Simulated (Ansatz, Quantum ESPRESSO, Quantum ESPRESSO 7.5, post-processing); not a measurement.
# 2H-MoS2, 1 layer in an electric field

Aim: how 2H-MoS2, 1 layer screens a field along its normal, and what the field does to its bands.

Method: plane-wave DFT, PBE, GBRV ultrasoft pseudopotentials (geometry and cross-check by Ansatz 0.2.0 with PAW datasets; geometry under PBE), in Quantum ESPRESSO 7.5.

Report form: the programs' logs are mostly left out.

### 1. Set-up

The cell holds 3 atoms: 2 S and 1 Mo. Its edges and angles: a = 3.180 Å, b = 3.180 Å, c = 20.263 Å, α = 90.0°, β = 90.0°, γ = 120.0°. It derives from MoS2. Vacuum lies along c.

### 2. Relaxation with Ansatz

The geometry comes first, from a plane-wave PAW code, so that the later runs on this slab share one structure.

Input file input.yaml:

```yaml
crystal:
  lattice:
    - [3.18, 0.0, 0.0]
    - [-1.59, 2.753960784, 0.0]
    - [0.0, 0.0, 20.262597738]
  atoms:
    - { symbol: S, position: [0.3333333333, 0.6666666667, 0.419492116] }
    - { symbol: Mo, position: [0.0, 0.0, 0.5] }
    - { symbol: S, position: [0.3333333333, 0.6666666667, 0.580507884] }
kpoints:
  mp_grid: { grid: [12, 12, 1] }
hamiltonian:
  xc: pbe
scf:
  occupations: { method: fermi_dirac, width: 0.05 }
  convergence: { dr2_threshold: 1.0e-08 }
efield:
  axis: 3
  dipole_correction: true
  ramp_position: 0.97
  ramp_width: 0.04
relax:
  f_tol: 0.01
  cell: { fix: [c, alpha, beta] }
output:
  write_potential: true
  write_density: true
  volumetric_format: npy
```

The run is started by

```sh
$ ansatz run input.yaml --threads 4 --pin off --max-ram 8192MiB --backend cpu --events-out ev --progress --plain --runs-dir out
```

The job ended after 6.3 s (4 threads of Arm Neoverse V2, shared host; peak memory 0.45 GiB; 23 s of CPU time).

Step by step:

| step | energy less that of the first step (eV) | largest force component (eV/Å) | pressure (GPa) | volume (Å³) |
| --- | --- | --- | --- | --- |
| 1 | 0.0000 | 1.1387 | -1.75 | 177.45 |
| 2 | -0.0174 | 0.9256 | 0.63 | 183.16 |
| 3 | -0.0785 | 0.0821 | -0.17 | 178.22 |
| 4 | -0.0789 | 0.0064 | -0.01 | 177.99 |
| 5* | -0.0789 | 0.0064 | -0.01 | 177.99 |

Relaxation steps marked * repeat the geometry before them on a plane-wave basis chosen anew for their cell, so energy and pressure can jump there.

| cell as run | before | after | change |
| --- | --- | --- | --- |
| a (Å) | 3.180 | 3.185 | +0.2 % |
| b (Å) | 3.180 | 3.185 | +0.2 % |

The atoms that moved most (Å, along periodic axes as changes of fractional coordinates times the final cell, across vacuum about the mean position):

| atom | dx | dy | dz | length |
| --- | --- | --- | --- | --- |
| S1 | 0.000 | 0.000 | 0.068 | 0.068 |
| S3 | 0.000 | 0.000 | -0.068 | 0.068 |

The relaxed structure:

```cif
data_structure
_symmetry_space_group_name_H-M 'P 1'
_symmetry_Int_Tables_number 1
_cell_length_a 3.1849
_cell_length_b 3.1849
_cell_length_c 20.2626
_cell_angle_alpha 90.000
_cell_angle_beta 90.000
_cell_angle_gamma 120.000
_cell_volume 177.99
loop_
_atom_site_label
_atom_site_type_symbol
_atom_site_fract_x
_atom_site_fract_y
_atom_site_fract_z
_atom_site_occupancy
S1 S 0.33333 0.66667 0.42286 1
Mo2 Mo 0.00000 0.00000 0.50000 1
S3 S 0.33333 0.66667 0.57714 1
```

This step gave:

* free energy: -6762.8160 eV
* Fermi energy: -0.2221 eV
* gap by band count: 1.657 eV
* symmetry operations: 6
* dipole along the normal: 1.10e-5 e·Å
* vacuum level at the upper face over a Fermi level inside the gap: 5.092 eV
* vacuum level at the lower face over a Fermi level inside the gap: 5.092 eV

### 3. Ground state: no field

The zero-field run is the reference. tefield and dipfield are on already, so that all runs share k-points and boundary.

Level of this step: plane-wave DFT, PBE, GBRV ultrasoft pseudopotentials (Quantum ESPRESSO 7.5).

Input file f0.in:

```
&control
  prefix = 'f0'
  outdir = './out'
  pseudo_dir = './pseudo'
  calculation = 'scf'
  tprnfor = .true.
  tefield = .true.
  dipfield = .true.
/
&system
  ibrav = 0
  nat = 3
  ntyp = 2
  ecutwfc = 40
  ecutrho = 200
  occupations = 'smearing'
  smearing = 'fd'
  degauss = 0.004
  edir = 3
  emaxpos = 0.97
  eopreg = 0.04
  eamp = 0.0
/
&electrons
  conv_thr = 1e-09
  mixing_beta = 0.4
  electron_maxstep = 120
  mixing_mode = 'plain'
/
ATOMIC_SPECIES
  S   32.0600  s_pbe_v1.4.uspp.F.UPF
  Mo  95.9500  mo_pbe_v1.uspp.F.UPF
CELL_PARAMETERS angstrom
  3.18485648276904 -0.00000000000000 0.00000000000000
  -1.59242824138452 2.75816662148554 0.00000000000000
  0.00000000000000 0.00000000000000 20.26259773800000
ATOMIC_POSITIONS crystal
  S   0.333333333333 0.666666666667 0.422864055023
  Mo  -0.000000000000 -0.000000000000 0.499999997193
  S   0.333333333333 0.666666666667 0.577135947784
K_POINTS automatic
  12 12 1 0 0 0
```

The run is started by

```sh
$ OMP_NUM_THREADS=1 mpirun -n 4 pw.x -nk 4 -in f0.in > f0.out
```

It took 30 s on 4 MPI ranks; peak memory 0.47 GiB.

Numbers from this step:

```
free energy                          : -2554.2208 eV
Fermi energy                         : -0.1929 eV
dipole along the normal              : 2.08e-5 e·Å
valence top, on the run's zero       : -1.045 eV
conduction bottom, on the run's zero : 0.6125 eV
gap by band count                    : 1.658 eV
```

The run needed 12 iterations to bring the estimated error under 1e-09 Ry; the largest force on any atom, held or free, is 0.02 eV/Å.

### 4. Electrostatic potential

plot_num = 11 writes the bare and Hartree potential. It leaves out exchange and correlation, which fade slowly, so it flattens close to the surface.

Input file f0.pot.in:

```
&inputpp
  prefix = 'f0'
  outdir = './out'
  filplot = 'f0.pot.dat'
  plot_num = 11
/
```

The run is started by

```sh
$ OMP_NUM_THREADS=1 mpirun -n 4 pp.x -in f0.pot.in > f0.pot.out
```

Elapsed: 0.91 s, on 4 MPI ranks; peak memory 0.09 GiB; 3.3 s of CPU time.

This step gave:

* slope of the potential above: 2.75e-5 eV/Å
* upper vacuum line continued to the top atoms, over the valence top: 5.941 eV
* slope of the potential below: -2.65e-5 eV/Å
* lower vacuum line continued to the bottom atoms, over the valence top: 5.942 eV
* vacuum level at the upper face over the valence top of the mesh: 5.941 eV
* vacuum level at the lower face over the valence top of the mesh: 5.942 eV

The vacuum is flat to 0.1 meV/Å, so its level is well defined. Inside the slab the curve depends on the local part of the pseudopotentials; only the vacuum level has a meaning of its own.

### 5. Bands along a path: no field

A bands run reads the converged density and follows the path given under K_POINTS.

f0.bands.in is the input of step 3 with these lines changed:

```diff
@@ -1,7 +1,6 @@
 &control
-  prefix = 'f0'
+  prefix = 'f0.bands'
   outdir = './out'
   pseudo_dir = './pseudo'
-  calculation = 'scf'
-  tprnfor = .true.
+  calculation = 'bands'
   tefield = .true.
@@ -22,8 +21,9 @@
   eamp = 0.0
+  nbnd = 19
 /
 &electrons
-  conv_thr = 1e-09
+  conv_thr = 1e-07
   mixing_beta = 0.4
   electron_maxstep = 120
-  mixing_mode = 'plain'
+  mixing_mode = 'local-TF'
 /
@@ -40,3 +40,7 @@
   S   0.333333333333 0.666666666667 0.577135947784
-K_POINTS automatic
-  12 12 1 0 0 0
+K_POINTS crystal_b
+4
+  0.0000000000 0.0000000000 0.0000000000 14
+  0.5000000000 0.0000000000 0.0000000000 14
+  0.3333333333 0.3333333333 0.0000000000 14
+  0.0000000000 0.0000000000 0.0000000000 1
```

The run is started by

```sh
$ cp -r out/f0.save out/f0.bands.save
$ cp out/f0.xml out/f0.bands.xml
$ OMP_NUM_THREADS=1 mpirun -n 4 pw.x -nk 4 -in f0.bands.in > f0.bands.out
```

Run time: 13 s. Hardware: 4 MPI ranks; peak memory 0.29 GiB.

Numbers from this step:

* conduction bottom, on the run's zero: 0.6127 eV

Band numbers count within the set of bands kept for display. Electronic bands along the path, in eV, zero at the highest filled level of the SCF mesh; v1 is the highest filled band, c1 the lowest empty one:

| point | v4 | v3 | v2 | v1 | c1 | c2 | c3 | c4 |
| --- | --- | --- | --- | --- | --- | --- | --- | --- |
| Γ | -1.77 | -1.50 | -1.50 | 0.00 | 2.75 | 2.75 | 3.00 | 3.00 |
| halfway | -2.48 | -1.79 | -1.32 | -0.71 | 2.17 | 2.35 | 2.89 | 3.77 |
| M | -3.15 | -1.86 | -0.98 | -0.63 | 2.23 | 2.74 | 3.86 | 4.30 |
| halfway | -3.12 | -2.35 | -1.88 | -0.32 | 2.12 | 3.03 | 3.49 | 4.37 |
| K | -3.55 | -2.86 | -2.15 | -0.02 | 1.66 | 3.06 | 3.53 | 4.84 |
| halfway | -3.17 | -1.96 | -1.04 | -0.78 | 1.93 | 2.47 | 2.66 | 4.16 |
| Γ | -1.77 | -1.50 | -1.50 | 0.00 | 2.75 | 2.75 | 3.00 | 3.00 |

Along this path the valence top lies at Γ and the conduction bottom at K. The valence levels at Γ and K lie only 0.02 eV apart, so strain, functional or spin-orbit coupling can change their order; in real monolayers of this family spin-orbit coupling lifts K.

### 6. Self-consistent run: field 0.1 V/Å

eamp is the field in Hartree atomic units (1 a.u. = 51.42 V/Å). With dipfield on, it is the field in the vacuum beside an isolated sheet. The run starts from the density of the one before.

f1.in is the input of step 3 with these lines changed:

```diff
@@ -1,3 +1,3 @@
 &control
-  prefix = 'f0'
+  prefix = 'f1'
   outdir = './out'
@@ -21,3 +21,3 @@
   eopreg = 0.04
-  eamp = 0.0
+  eamp = 0.00194469
 /
@@ -28,2 +28,3 @@
   mixing_mode = 'plain'
+  startingpot = 'file'
 /
```

The run is started by

```sh
$ cp -r out/f0.save out/f1.save
$ OMP_NUM_THREADS=1 mpirun -n 4 pw.x -nk 4 -in f1.in > f1.out
```

Wall time 27 s (4 MPI ranks); peak memory 0.47 GiB.

This step gave:

| Item | Value |
| --- | --- |
| free energy | -2554.2221 eV |
| Fermi energy | -0.1781 eV |
| dipole along the normal | 0.02471 e·Å |
| valence top, on the run's zero | -1.030 eV |
| conduction bottom, on the run's zero | 0.6273 eV |

The dipole goes from 0.0000 to 0.0247 e Å, 0.2469 e Å per V/Å.

### 7. Potential by pp.x

Input file f1.pot.in:

```
&inputpp
  prefix = 'f1'
  outdir = './out'
  filplot = 'f1.pot.dat'
  plot_num = 11
/
```

The run is started by

```sh
$ OMP_NUM_THREADS=1 mpirun -n 4 pp.x -in f1.pot.in > f1.pot.out
```

Run time: 0.9 s. Hardware: 4 MPI ranks; peak memory 0.1 GiB; 3.2 s of CPU time.

Read from the output:

* slope of the potential above: 0.1000 eV/Å
* upper vacuum line continued to the top atoms, over the valence top: 5.844 eV
* slope of the potential below: 0.09997 eV/Å
* lower vacuum line continued to the bottom atoms, over the valence top: 6.040 eV

The slope in the vacuum is 0.100 eV/Å for an applied 0.10 V/Å, as it should be.

### 8. SCF with pw.x: field 0.2 V/Å

f2.in is the input of step 6 with these lines changed:

```diff
@@ -1,3 +1,3 @@
 &control
-  prefix = 'f1'
+  prefix = 'f2'
   outdir = './out'
@@ -21,3 +21,3 @@
   eopreg = 0.04
-  eamp = 0.00194469
+  eamp = 0.00388938
 /
```

The run is started by

```sh
$ cp -r out/f0.save out/f2.save
$ OMP_NUM_THREADS=1 mpirun -n 4 pw.x -nk 4 -in f2.in > f2.out
```

It took 29 s on 4 MPI ranks; peak memory 0.54 GiB.

This step gave:

| Item | Value |
| --- | --- |
| free energy | -2554.2258 eV |
| Fermi energy | -0.1641 eV |
| dipole along the normal | 0.04947 e·Å |
| valence top, on the run's zero | -1.016 eV |
| conduction bottom, on the run's zero | 0.6413 eV |
| gap by band count | 1.657 eV |

The dipole goes from 0.0000 to 0.0495 e Å, 0.2472 e Å per V/Å.

### 9. Potential by pp.x

Input file f2.pot.in:

```
&inputpp
  prefix = 'f2'
  outdir = './out'
  filplot = 'f2.pot.dat'
  plot_num = 11
/
```

The run is started by

```sh
$ OMP_NUM_THREADS=1 mpirun -n 4 pp.x -in f2.pot.in > f2.pot.out
```

Elapsed: 0.9 s, on 4 MPI ranks; peak memory 0.1 GiB; 3.3 s of CPU time.

This step gave:

| Property | Result |
| --- | --- |
| slope of the potential above | 0.2000 eV/Å |
| upper vacuum line continued to the top atoms, over the valence top | 5.747 eV |
| slope of the potential below | 0.2000 eV/Å |
| lower vacuum line continued to the bottom atoms, over the valence top | 6.140 eV |

The slope in the vacuum is 0.200 eV/Å for an applied 0.20 V/Å, as it should be.

### 10. Bands along a path: field 0.2 V/Å

f2.bands.in is the input of step 5 with these lines changed:

```diff
@@ -1,3 +1,3 @@
 &control
-  prefix = 'f0.bands'
+  prefix = 'f2.bands'
   outdir = './out'
@@ -20,3 +20,3 @@
   eopreg = 0.04
-  eamp = 0.0
+  eamp = 0.00388938
   nbnd = 19
```

The run is started by

```sh
$ cp -r out/f2.save out/f2.bands.save
$ cp out/f2.xml out/f2.bands.xml
$ OMP_NUM_THREADS=1 mpirun -n 4 pw.x -nk 4 -in f2.bands.in > f2.bands.out
```

Elapsed: 14 s, on 4 MPI ranks; peak memory 0.29 GiB; 56 s of CPU time.

Numbers from this step:

```
conduction bottom, on the run's zero : 0.6410 eV
```

Band numbers count within the set of bands kept for display. Electronic bands along the path, in eV, zero at the highest filled level of the SCF mesh; v1 is the highest filled band, c1 the lowest empty one:

| point | v4 | v3 | v2 | v1 | c1 | c2 | c3 | c4 |
| --- | --- | --- | --- | --- | --- | --- | --- | --- |
| Γ | -1.77 | -1.50 | -1.50 | 0.00 | 2.75 | 2.75 | 3.00 | 3.00 |
| halfway | -2.48 | -1.79 | -1.32 | -0.71 | 2.17 | 2.35 | 2.89 | 3.76 |
| M | -3.15 | -1.86 | -0.98 | -0.63 | 2.23 | 2.74 | 3.85 | 4.29 |
| halfway | -3.12 | -2.35 | -1.88 | -0.32 | 2.12 | 3.03 | 3.49 | 4.37 |
| K | -3.55 | -2.86 | -2.15 | -0.02 | 1.66 | 3.06 | 3.53 | 4.84 |
| halfway | -3.17 | -1.96 | -1.04 | -0.78 | 1.93 | 2.47 | 2.66 | 4.16 |
| Γ | -1.77 | -1.50 | -1.50 | 0.00 | 2.75 | 2.75 | 3.00 | 3.00 |

Upper empty bands that drop with the field can be states of the vacuum, held by the sawtooth; they depend on the cell's width.

Along this path the valence top lies at Γ and the conduction bottom at K. The valence levels at Γ and K lie only 0.02 eV apart, so strain, functional or spin-orbit coupling can change their order; in real monolayers of this family spin-orbit coupling lifts K.

### 11. Ground state: field 0.3 V/Å

f3.in is the input of step 8 with these lines changed:

```diff
@@ -1,3 +1,3 @@
 &control
-  prefix = 'f2'
+  prefix = 'f3'
   outdir = './out'
@@ -21,3 +21,3 @@
   eopreg = 0.04
-  eamp = 0.00388938
+  eamp = 0.00583407
 /
```

The run is started by

```sh
$ cp -r out/f0.save out/f3.save
$ OMP_NUM_THREADS=1 mpirun -n 4 pw.x -nk 4 -in f3.in > f3.out
```

Elapsed: 30 s, on 4 MPI ranks; peak memory 0.54 GiB; 2 min of CPU time.

Read from the output:

- free energy: -2554.2320 eV
- Fermi energy: -0.1508 eV
- dipole along the normal: 0.07428 e·Å
- valence top, on the run's zero: -1.003 eV
- conduction bottom, on the run's zero: 0.6544 eV

The dipole goes from 0.0000 to 0.0743 e Å, 0.2475 e Å per V/Å.

### 12. Electrostatic potential

Input file f3.pot.in:

```
&inputpp
  prefix = 'f3'
  outdir = './out'
  filplot = 'f3.pot.dat'
  plot_num = 11
/
```

The run is started by

```sh
$ OMP_NUM_THREADS=1 mpirun -n 4 pp.x -in f3.pot.in > f3.pot.out
```

The job ended after 0.91 s (4 MPI ranks; peak memory 0.1 GiB).

This step gave:

* slope of the potential above: 0.3000 eV/Å
* upper vacuum line continued to the top atoms, over the valence top: 5.650 eV
* slope of the potential below: 0.3000 eV/Å
* lower vacuum line continued to the bottom atoms, over the valence top: 6.242 eV

The slope in the vacuum is 0.300 eV/Å for an applied 0.30 V/Å, as it should be.

Each curve counts from the valence top of its own run.

The potential energy (potential at 0 V/Å) oscillates, so the rows of the table below give means over windows of 1 Å about each position, cut where the curve ends. Its maxima inside the range that stand out by 2 % of the span (Å: eV): 9.2: -5.62, 11.0: -5.62. Its minima: 8.6: -13.1, 10.1: -27.0, 11.7: -13.1.

The runs together. The potential energy by z; means over each step:

| z (Å) | potential at 0 V/Å (eV) | potential at 0.1 V/Å (eV) | potential at 0.2 V/Å (eV) | potential at 0.3 V/Å (eV) |
| --- | --- | --- | --- | --- |
| 0 | 5.94 | 5.29 | 4.64 | 3.99 |
| 1 | 5.94 | 5.28 | 4.63 | 3.97 |
| 2 | 5.94 | 5.38 | 4.83 | 4.27 |
| 3 | 5.94 | 5.48 | 5.03 | 4.57 |
| 4 | 5.94 | 5.58 | 5.23 | 4.87 |
| 5 | 5.94 | 5.68 | 5.43 | 5.17 |
| 6 | 5.92 | 5.76 | 5.60 | 5.44 |
| 7 | 5.39 | 5.32 | 5.25 | 5.19 |
| 8 | -3.33 | -3.35 | -3.37 | -3.38 |
| 9 | -9.26 | -9.26 | -9.27 | -9.27 |
| 10 | -21.0 | -21.0 | -21.0 | -21.0 |
| 11 | -9.46 | -9.46 | -9.45 | -9.45 |
| 12 | -7.52 | -7.51 | -7.50 | -7.49 |
| 13 | 4.71 | 4.76 | 4.81 | 4.86 |
| 14 | 5.89 | 6.02 | 6.16 | 6.29 |
| 15 | 5.94 | 6.17 | 6.41 | 6.64 |
| 16 | 5.94 | 6.27 | 6.61 | 6.94 |
| 17 | 5.94 | 6.37 | 6.81 | 7.24 |
| 18 | 5.94 | 6.47 | 7.01 | 7.54 |
| 19 | 5.94 | 6.57 | 7.21 | 7.84 |
| 20 | 5.94 | 6.30 | 6.66 | 7.02 |

### 13. Bands along a path: field 0.3 V/Å

f3.bands.in is the input of step 10 with these lines changed:

```diff
@@ -1,3 +1,3 @@
 &control
-  prefix = 'f2.bands'
+  prefix = 'f3.bands'
   outdir = './out'
@@ -20,3 +20,3 @@
   eopreg = 0.04
-  eamp = 0.00388938
+  eamp = 0.00583407
   nbnd = 19
```

The run is started by

```sh
$ cp -r out/f3.save out/f3.bands.save
$ cp out/f3.xml out/f3.bands.xml
$ OMP_NUM_THREADS=1 mpirun -n 4 pw.x -nk 4 -in f3.bands.in > f3.bands.out
```

The job ended after 15 s (4 MPI ranks; peak memory 0.29 GiB).

This step gave:

```
conduction bottom, on the run's zero : 0.6541 eV
```

Band numbers count within the set of bands kept for display. Electronic bands along the path, in eV, zero at the highest filled level of the SCF mesh; v1 is the highest filled band, c1 the lowest empty one:

| point | v4 | v3 | v2 | v1 | c1 | c2 | c3 | c4 |
| --- | --- | --- | --- | --- | --- | --- | --- | --- |
| Γ | -1.77 | -1.50 | -1.50 | 0.00 | 2.75 | 2.75 | 3.00 | 3.00 |
| halfway | -2.48 | -1.79 | -1.32 | -0.71 | 2.17 | 2.35 | 2.89 | 3.76 |
| M | -3.15 | -1.87 | -0.98 | -0.63 | 2.23 | 2.74 | 3.85 | 4.29 |
| halfway | -3.12 | -2.35 | -1.88 | -0.32 | 2.12 | 3.02 | 3.49 | 4.37 |
| K | -3.55 | -2.86 | -2.15 | -0.02 | 1.66 | 3.06 | 3.52 | 4.84 |
| halfway | -3.17 | -1.96 | -1.04 | -0.78 | 1.93 | 2.46 | 2.66 | 4.15 |
| Γ | -1.77 | -1.50 | -1.50 | 0.00 | 2.75 | 2.75 | 3.00 | 3.00 |

Upper empty bands that drop with the field can be states of the vacuum, held by the sawtooth; they depend on the cell's width.

Along this path the valence top lies at Γ and the conduction bottom at K. The valence levels at Γ and K lie only 0.02 eV apart, so strain, functional or spin-orbit coupling can change their order; in real monolayers of this family spin-orbit coupling lifts K.

### 14. Valence density

plot_num = 0 writes the valence density.

Input file f0.rho.in:

```
&inputpp
  prefix = 'f0'
  outdir = './out'
  filplot = 'f0.rho.dat'
  plot_num = 0
/
```

The run is started by

```sh
$ OMP_NUM_THREADS=1 mpirun -n 4 pp.x -in f0.rho.in > f0.rho.out
```

It took 0.92 s on 4 MPI ranks; peak memory 0.1 GiB.

This step gave:

```
electrons by integration : 26.00 e
```

Mean over planes. Table of valence density, planar mean by z:

z (Å), valence density, planar mean (e/Å³) and a bar:
```
      5.0       0.00 
      5.5       0.00 
      6.0       0.00 
      6.5       0.00 
      7.0       0.02 #
      7.5       0.10 ##
      8.0       0.32 ########
      8.5       0.43 ###########
      9.0       0.49 ############
      9.5       0.67 #################
     10.0       1.20 ##############################
     10.5       1.07 ###########################
     11.0       0.51 #############
     11.5       0.47 ############
     12.0       0.39 ##########
     12.5       0.20 #####
     13.0       0.05 #
     13.5       0.01 
     14.0       0.00 
     14.5       0.00 
     15.0       0.00
```

Valence density in the ca plane at fractional y = 0.667, with atoms of S within 0.2 Å of it. It is the smooth field of the valence electrons, not physical close to the nuclei.

Ten even steps from '0' (0.0 e/Å³) to '9' (1.1 e/Å³), each cell a mean:
```
00000000000000000001122476322110000000000000
00000000000000000001122476322100000000000000
00000000000000000023443344344421000000000000
00000000000000000258996323589873100000000000
00000000000000001398888423697896100000000000
00000000000000001498888423697896100000000000
00000000000000000269996323589984100000000000
00000000000000000124554333345431000000000000
```
Columns run along c (16.0 Å, from fractional 0.07 to 0.86 of the cell), rows up along a (3.2 Å). Atoms in or near the plane, at fractional coordinates: S at (0.42, 0.33), S at (0.58, 0.33).

The density integrates to 26.000 electrons, as the 26 of the input ask.

### 15. Density by pp.x

Input file f2.rho.in:

```
&inputpp
  prefix = 'f2'
  outdir = './out'
  filplot = 'f2.rho.dat'
  plot_num = 0
/
```

The run is started by

```sh
$ OMP_NUM_THREADS=1 mpirun -n 4 pp.x -in f2.rho.in > f2.rho.out
```

Wall time 0.91 s (4 MPI ranks); peak memory 0.1 GiB.

### 16. Charge moved by a field of 0.2 V/Å

Read from the output:

```
largest charge moved across a plane : 0.001090 e/Å²
dipole step                         : -1.019 eV
```

Planar mean against z:

| z (Å) | planar mean (e/Å³) |
| --- | --- |
| 2 | 1.8e-8 |
| 3 | 1.3e-7 |
| 4 | 1.0e-6 |
| 5 | 8.6e-6 |
| 6 | 6.8e-5 |
| 7 | 4.2e-4 |
| 8 | 4.7e-4 |
| 9 | 1.2e-4 |
| 10 | -1.6e-5 |
| 11 | 3.6e-5 |
| 12 | -2.5e-4 |
| 13 | -5.9e-4 |
| 14 | -1.1e-4 |
| 15 | -1.3e-5 |
| 16 | -1.3e-6 |
| 17 | -1.3e-7 |
| 18 | -1.4e-8 |

Table of running integral, electrons below z by z:

| z (Å) | running integral, electrons below z (e/Å²) |
| --- | --- |
| 3.0 | 7.1e-8 |
| 3.5 | 2.0e-7 |
| 4.0 | 5.6e-7 |
| 4.5 | 1.6e-6 |
| 5.0 | 4.6e-6 |
| 5.5 | 1.3e-5 |
| 6.0 | 3.7e-5 |
| 6.5 | 1.0e-4 |
| 7.0 | 2.6e-4 |
| 7.5 | 5.6e-4 |
| 8.0 | 8.7e-4 |
| 8.5 | 1.0e-3 |
| 9.0 | 0.00108 |
| 9.5 | 0.00106 |
| 10.0 | 0.00103 |
| 10.5 | 0.00105 |
| 11.0 | 0.00109 |
| 11.5 | 0.00102 |
| 12.0 | 9.1e-4 |
| 12.5 | 6.6e-4 |
| 13.0 | 3.2e-4 |
| 13.5 | 1.2e-4 |
| 14.0 | 4.5e-5 |
| 14.5 | 1.5e-5 |
| 15.0 | 4.9e-6 |
| 15.5 | 1.6e-6 |
| 16.0 | 5.0e-7 |
| 16.5 | 1.6e-7 |
| 17.0 | 5.0e-8 |

[end of part 1 of 2]

[Logs are printed without paths, hosts, clocks, repeated set-up lines and the standing remarks that a program may print on its own settings, such as how far it seeks lower states.]

[Hosts, paths, dates, database ids (printed as entryN), source tags and the programs' standing remarks are cut or masked in the printed files.]

[Maps of the electrostatic potential energy from Ansatz leave out the sawtooth potential of an applied field or a dipole correction, so their vacuum need not be flat; planar profiles and work functions include it.]
